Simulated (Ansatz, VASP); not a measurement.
# One calculation of RbBr, two programs

```
CELL_PARAMETERS angstrom
0.00000 3.58837 3.58837
3.58837 0.00000 3.58837
3.58837 3.58837 0.00000
ATOMIC_POSITIONS crystal
Rb 0.50000 0.50000 0.50000
Br 0.00000 0.00000 0.00000
```

Alike in both runs: task single point; functional PBE; k mesh 8 × 8 × 8; occupations gaussian, width 0.05 eV; no spin polarisation.

|  | VASP | Ansatz |
| --- | --- | --- |
| version | VASP 6.6.1 | Ansatz 0.2.0 |
| potentials or method | VASP PAW PBE potentials, release 64 (Rb_sv, Br) | scalar-relativistic, plane waves, PAW |
| plane-wave cutoff (eV) | 520 | 420 |
| valence electrons in the cell | 16 | 16 |

|  | VASP | Ansatz | Ansatz less VASP |
| --- | --- | --- | --- |
| gap on the k mesh at the Fermi level (eV) | 4.04 | 4.04 | +0.001 |
| least direct gap on the mesh (eV) | 4.04 | 4.04 | +0.001 |
| pressure (GPa) | -0.7 | -0.7 | -0.01 |

The functional is the same, so the differences come from potentials, cutoffs and numerics.

A k mesh can miss the band edges. Expect the measured gap to be larger: semilocal functionals such as PBE lack the derivative discontinuity.
